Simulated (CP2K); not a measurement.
# Fe (Im-3m) in CP2K: further runs

One crystal, Fe, is run at these levels: PBE; tasks: single point.

Program: CP2K 2026.2. These are calculated values, not measurements. Logs are shortened: lines on timing, memory, paths and dates and some standing lists are left out, and cuts for length are marked.

**1. The structure**

Symmetry: Im-3m, No. 229, cubic system. Conventional cell: a = 2.886 Å, b = 2.886 Å, c = 2.886 Å, α = 90.00°, β = 90.00°, γ = 90.00°. Fe (site symmetry m-3m) is surrounded by 8 Fe at 2.50 Å.

**2. Single point, PBE, collinear spin, ferromagnetic start**

fe_scf.inp reads:

```
&GLOBAL
  PROJECT fe_scf
  RUN_TYPE ENERGY_FORCE
  PRINT_LEVEL LOW
&END GLOBAL
&FORCE_EVAL
  METHOD QS
  STRESS_TENSOR ANALYTICAL
  &DFT
    BASIS_SET_FILE_NAME BASIS_MOLOPT_UZH
    POTENTIAL_FILE_NAME POTENTIAL_UZH
    UKS T
    MULTIPLICITY 5
    &MGRID
      CUTOFF 500
      REL_CUTOFF 60
      NGRIDS 4
    &END MGRID
    &QS
      METHOD GPW
      EPS_DEFAULT 1.0E-9
    &END QS
    &KPOINTS
      SCHEME MONKHORST-PACK 10 10 10
      GAMMA_CENTERED T
      SYMMETRY T
      SYMMETRY_BACKEND SPGLIB
    &END KPOINTS
    &SCF
      SCF_GUESS ATOMIC
      EPS_SCF 1.0E-6
      MAX_SCF 150
      ADDED_MOS 11 15
      CHOLESKY OFF
      EPS_EIGVAL 1.0E-7
      &DIAGONALIZATION ON
        ALGORITHM STANDARD
      &END DIAGONALIZATION
      &MIXING ON
        METHOD PULAY_MIXING
        ALPHA 0.4
        BETA 1.5
        NBUFFER 6
      &END MIXING
      &SMEAR ON
        METHOD FERMI_DIRAC
        ELECTRONIC_TEMPERATURE 580.23
        FIXED_MAGNETIC_MOMENT 0.99
      &END SMEAR
    &END SCF
    &XC
      &XC_FUNCTIONAL PBE
      &END XC_FUNCTIONAL
    &END XC
    &PRINT
      &KPOINTS ON
      &END KPOINTS
      &MULLIKEN ON
      &END MULLIKEN
      &MO ON
        ENERGIES T
        OCCUPATION_NUMBERS T
        &EACH
          QS_SCF 0
        &END EACH
        ADD_LAST NUMERIC
      &END MO
      &E_DENSITY_CUBE ON
        STRIDE 2
      &END E_DENSITY_CUBE
      &V_HARTREE_CUBE ON
        STRIDE 2
      &END V_HARTREE_CUBE
      &ELF_CUBE ON
        STRIDE 2
      &END ELF_CUBE
    &END PRINT
  &END DFT
  &SUBSYS
    &CELL
      A 2.4993493153 0.0000000000 0.0000000000
      B -0.8331164384 2.3564091326 0.0000000000
      C -0.8331164384 -1.1782045663 2.0407101705
      PERIODIC XYZ
    &END CELL
    &COORD
      SCALED
      Fe  0.0000000000 0.0000000000 0.0000000000
    &END COORD
    &KIND Fe
      BASIS_SET DZVP-MOLOPT-PBE-GTH-q16
      POTENTIAL GTH-PBE-q16
      MAGNETIZATION 3.0
    &END KIND
    &PRINT
      &ATOMIC_COORDINATES ON
      &END ATOMIC_COORDINATES
      &CELL ON
      &END CELL
    &END PRINT
  &END SUBSYS
  &PRINT
    &FORCES ON
    &END FORCES
    &STRESS_TENSOR ON
    &END STRESS_TENSOR
  &END PRINT
&END FORCE_EVAL
```

Potentials or basis: POTENTIAL_UZH Fe GTH-PBE-q16; DZVP-MOLOPT-PBE-GTH basis.

Launch:

```console
OMP_NUM_THREADS=1 cp2k.psmp -i fe_scf.inp -o fe_scf.out
```

fe_scf.out:

```text

 CP2K| version string:                                       CP2K version 2026.2
 CP2K| Input file name                                                fe_scf.inp

 GLOBAL| Force Environment number                                              1
 GLOBAL| Basis set file name                                    BASIS_MOLOPT_UZH
 GLOBAL| Potential file name                                       POTENTIAL_UZH
 GLOBAL| MM Potential file name                                     MM_POTENTIAL
 GLOBAL| Coordinate file name                                      __STD_INPUT__
 GLOBAL| Method name                                                        CP2K
 GLOBAL| Project name                                                     fe_scf
 GLOBAL| Run type                                                   ENERGY_FORCE
 GLOBAL| FFT library                                                       FFTW3
[... 8 lines left out ...]
 GLOBAL| CPU model name                                                  UNKNOWN

 CELL| Volume [angstrom^3]:                                            12.018741
 CELL| Vector a [angstrom]:       2.499     0.000     0.000   |a| =     2.499349
 CELL| Vector b [angstrom]:      -0.833     2.356     0.000   |b| =     2.499349
 CELL| Vector c [angstrom]:      -0.833    -1.178     2.041   |c| =     2.499349
 CELL| Angle (b,c), alpha [degree]:                                   109.471221
 CELL| Angle (a,c), beta  [degree]:                                   109.471221
 CELL| Angle (a,b), gamma [degree]:                                   109.471221
 CELL| Numerically orthorhombic:                                              NO
 CELL| Periodicity                                                           XYZ

 CELL_REF| Volume [angstrom^3]:                                        12.018741
 CELL_REF| Vector a [angstrom     2.499     0.000     0.000   |a| =     2.499349
 CELL_REF| Vector b [angstrom    -0.833     2.356     0.000   |b| =     2.499349
 CELL_REF| Vector c [angstrom    -0.833    -1.178     2.041   |c| =     2.499349
 CELL_REF| Angle (b,c), alpha [degree]:                               109.471221
 CELL_REF| Angle (a,c), beta  [degree]:                               109.471221
 CELL_REF| Angle (a,b), gamma [degree]:                               109.471221
 CELL_REF| Numerically orthorhombic:                                          NO
 CELL_REF| Periodicity                                                       XYZ
[... 9 lines left out ...]
 TOTAL NUMBERS AND MAXIMUM NUMBERS

  Total number of            - Atomic kinds:                                   1
                             - Atoms:                                          1
                             - Shell sets:                                     1
                             - Shells:                                         8
                             - Primitive Cartesian functions:                  6
                             - Cartesian basis functions:                     31
                             - Spherical basis functions:                     26

  Maximum angular momentum of- Orbital basis functions:                        3
                             - Local part of the GTH pseudopotential:          2
                             - Non-local part of the GTH pseudopotential:      3

 MODULE QUICKSTEP: ATOMIC COORDINATES IN ANGSTROM

   Atom Kind Element         X             Y             Z       Z(eff)     Mass
      1    1 Fe   26      0.000000      0.000000      0.000000  16.0000  55.8450

 SCF PARAMETERS         Density guess:                                    ATOMIC
                        --------------------------------------------------------
                        max_scf:                                             150
                        max_scf_history:                                       0
                        max_diis:                                              4
[... 5 lines left out ...]
                        --------------------------------------------------------
                        level_shift [a.u.]:                             0.000000
                        added MOs                                        11   15
                        --------------------------------------------------------
                        Mixing method:                              PULAY_MIXING
                                                charge density mixing in g-space
                        --------------------------------------------------------
                        Smear method:                                FERMI_DIRAC
                        Electronic temperature [K]:                        580.2
                        Electronic temperature [a.u.]:                  1.84E-03
                        Accuracy threshold:                             1.00E-10
                        Fixed magnetic moment set to:                        1.0
                        --------------------------------------------------------
                        No outer SCF

 *******************************************************************************
                                    Kpoints
 *******************************************************************************
 BRILLOUIN| K-point scheme                                        Monkhorst-Pack
 BRILLOUIN| K-Point grid                                            10   10   10
 BRILLOUIN| Gamma-centered k-point mesh                                     ON
 BRILLOUIN| K-point symmetry accuracy                               0.100000E-05
 BRILLOUIN| K-Point point group symmetrization                                ON
 BRILLOUIN| Symmetry backend                                             SPGLIB
 BRILLOUIN| Symmetry reduction method                                    SPGLIB
 BRILLOUIN| Wavefunction type                                            COMPLEX
 BRILLOUIN| List of Kpoints [2 Pi/Bohr]                                       47
 BRILLOUIN| Number           Weight            X              Y              Z
 BRILLOUIN|     1           0.00800       -0.40000       -0.40000       -0.40000
 BRILLOUIN|     2           0.02400       -0.40000       -0.40000       -0.30000
 BRILLOUIN|     3           0.02400       -0.40000       -0.40000       -0.20000
 BRILLOUIN|     4           0.01200       -0.40000       -0.40000       -0.10000
 BRILLOUIN|     5           0.02400       -0.40000       -0.40000        0.30000
 BRILLOUIN|     6           0.00600       -0.40000       -0.40000        0.40000
[... 32 lines left out ...]
 BRILLOUIN|    39           0.01200       -0.20000        0.00000        0.00000
 BRILLOUIN|    40           0.02400       -0.20000        0.00000        0.10000
 [... further k-points ...]
 *******************************************************************************

 Extrapolation method: initial_guess

 Spin 1

 Number of electrons:                                                         10
 Number of occupied orbitals:                                                 10
 Number of molecular orbitals:                                                21

 Spin 2

 Number of electrons:                                                          6
 Number of occupied orbitals:                                                  6
 Number of molecular orbitals:                                                21

 Number of orbital functions:                                                 26
 Number of independent orbital functions:                                     26

 SCF WAVEFUNCTION OPTIMIZATION

  Step     Update method      Time    Convergence         Total energy    Change
  ------------------------------------------------------------------------------
     1 NoMix/Diag. 0.40E+00    6.1     0.99427376      -123.8251750579 -1.24E+02
     2 Pulay/Diag. 0.40E+00    6.1     0.01576047      -123.8601883478 -3.50E-02
     3 Pulay/Diag. 0.40E+00    6.2     0.00490975      -123.6489055192  2.11E-01
     4 Pulay/Diag. 0.40E+00    6.1     0.00178666      -123.5585637895  9.03E-02
     5 Pulay/Diag. 0.40E+00    6.1     0.00072098      -123.5175699238  4.10E-02
     6 Pulay/Diag. 0.40E+00    6.2     0.00018711      -123.5187007717 -1.13E-03
     7 Pulay/Diag. 0.40E+00    6.2     0.00003912      -123.5191877316 -4.87E-04
     8 Pulay/Diag. 0.40E+00    6.2     0.00001332      -123.5194324810 -2.45E-04
     9 Pulay/Diag. 0.40E+00    6.2     0.00000043      -123.5195915360 -1.59E-04

  *** SCF run converged in     9 steps ***

  Electronic density on regular grids:        -15.9999998681        0.0000001319
  Core density on regular grids:               15.9999999962       -0.0000000038
  Total charge density on r-space grids:        0.0000001280
  Total charge density g-space grids:           0.0000001280

  Overlap energy of the core charge distribution:               0.00000000000000
  Self energy of the core charge distribution:               -200.62678238848400
  Core Hamiltonian energy:                                     56.25935983299014
  Hartree energy:                                              34.17777882733824
  Exchange-correlation energy:                                -13.32955521000962
  Electronic entropic energy:                                  -0.00039259727657
  Fermi energy:                                                 0.57485611705441

  Total energy:                                              -123.51959153601089
  Total energy (extrapolated to T->0):                       -123.51939523737261

 MO| ALPHA EIGENVALUES AND OCCUPATION NUMBERS FOR K POINT 1
 MO|
 MO|  Index      Eigenvalue [a.u.]        Eigenvalue [eV]             Occupation
 MO|      1              -2.802509             -76.260154               1.000000
 MO|      2              -1.558932             -42.420707               1.000000
 MO|      3              -1.558932             -42.420706               1.000000
 MO|      4              -1.553881             -42.283246               1.000000
 MO|      5               0.304384               8.282705               1.000000
 MO|      6               0.304384               8.282706               1.000000
[... 367 lines left out ...]
 MO|     20               2.670862              72.677851               0.000000
 MO|     21               2.753565              74.928302               0.000000
 MO| Sum:                                                               6.995544
 MO| E(Fermi):            0.457586 a.u.         12.451551 eV

 [... the levels of further k-points ...]

  Integrated spin density:                                          3.9999999134
  Integrated absolute spin density:                                 3.9999999134

 The sum of alpha and beta density is written in Cube    file format to the file:

 fe_scf-ELECTRON_DENSITY-1_0.cube

 The spin density is written in Cube    file format to the file:

 fe_scf-SPIN_DENSITY-1_0.cube

 !-----------------------------------------------------------------------------!
                     Mulliken Population Analysis

 #  Atom  Element  Kind  Atomic population (alpha,beta) Net charge  Spin moment
       1     Fe       1        10.000000     6.000000     0.000000     4.000000
 # Total charge and spin       10.000000     6.000000     0.000000     4.000000

 !-----------------------------------------------------------------------------!

               ----- ELF is computed on the real space grid -----

 ELF is written in Cube    file format to the file:

 fe_scf-ELF_S1-1_0.cube

 ELF is written in Cube    file format to the file:

 fe_scf-ELF_S2-1_0.cube

 ENERGY| Total FORCE_EVAL ( QS ) energy [hartree]           -123.519586916696994

 FORCES| Atomic forces [hartree/bohr]
 FORCES|   Atom     x               y               z               |f|
 FORCES|      1  1.01961394E-14  1.57851667E-14 -6.13388123E-15   1.97675807E-14
 FORCES| Sum     1.01961394E-14  1.57851667E-14 -6.13388123E-15
 FORCES| Total atomic force                                       1.97675807E-14

 STRESS| Analytical stress tensor [bar]
 STRESS|                        x                   y                   z
 STRESS|      x        5.16463208658E+05   2.83403869653E+01   4.94890224684E+01
 STRESS|      y        2.83403869653E+01   5.16482935414E+05   6.94130775076E+01
 STRESS|      z        4.94890224684E+01   6.94130775076E+01   5.16563723761E+05
 STRESS| 1/3 Trace                                             5.16503289278E+05
 STRESS| Determinant                                           1.37790493973E+17

 STRESS| Eigenvectors and eigenvalues of the analytical stress tensor [bar]
 STRESS|                        1                   2                   3
 STRESS| Eigenvalues   5.16442892164E+05   5.16443093205E+05   5.16623882464E+05
 STRESS|      x           0.747180525598      0.574313310582      0.334492875044
 STRESS|      y           0.396194133823     -0.788971722211      0.469631589520
 STRESS|      z          -0.533621092622      0.218375462997      0.817043870713
```

Run time: 84 s. Hardware: 1 thread of Arm Neoverse V1, shared host; peak memory 0.26 GiB.

What came out:

```
Free energy     : -3361.1389 eV
Pressure        : 51.7 GPa
Net moment      : 4.00 μB per cell
Absolute moment : 4.00 μB per cell
Site moments    : Fe +4.00 μB
```

Caveat: the moment is held away from its start; a pressure of tens of GPa on the cell as given is suspect, and the run, the potentials or the cell itself is likely at fault; the basis of atomic orbitals isn't converged, which shifts pressures, moduli and gaps; the total moment is fixed, so each spin has its own Fermi level.

(Part 1 of 2 ends here.)
